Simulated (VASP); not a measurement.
HfO2:

```xyz
3
Lattice="0.0000 2.5575 2.5575 2.5575 0.0000 2.5575 2.5575 2.5575 0.0000" Properties=species:S:1:pos:R:3 pbc="T T T"
Hf    0.0000    0.0000    0.0000
O     3.8363    3.8363    3.8363
O     1.2788    1.2788    1.2788
```

Measurements of this composition are mostly on another form, of space group No. 14.

* Program: VASP 6.6.1
* Task: relaxation of cell and atoms
* Functional: LDA
* Potentials or basis: VASP PAW LDA potentials, release 64 (Hf_pv, O)
* Cutoff: 600 eV
* k mesh: 8 × 8 × 8
* Occupations: gaussian, width 0.02 eV
* Spin: no spin polarisation

At the start: pressure -19.6 GPa; volume 11.15 Å³/atom.

Task: How do energy, volume and symmetry change on relaxing?

Result: Over 7 steps the energy falls by 56.4 meV/atom and the volume is 10.29 Å³/atom (-7.7 %); space group Fm-3m (No. 225, to 0.05 Å).

The path:
```tsv
step	energy change (eV)	largest force (eV/Å)	pressure (GPa)	volume (Å³)
1	0.0000	0.0000	-19.57	33.46
2	0.3007	0.0000	46.76	27.28
3	-0.1691	0.0000	-0.80	30.96
4	-0.1693	0.0000	-0.13	30.89
5	-0.1693	0.0000	0.34	30.84
6	-0.1693	0.0000	-0.46	30.92
7	-0.1693	0.0000	-0.01	30.87
```

Final structure:
```
CELL_PARAMETERS angstrom
0.00000 2.48996 2.48996
2.48996 0.00000 2.48996
2.48996 2.48996 0.00000
ATOMIC_POSITIONS crystal
Hf 0.00000 0.00000 0.00000
O 0.75000 0.75000 0.75000
O 0.25000 0.25000 0.25000
```
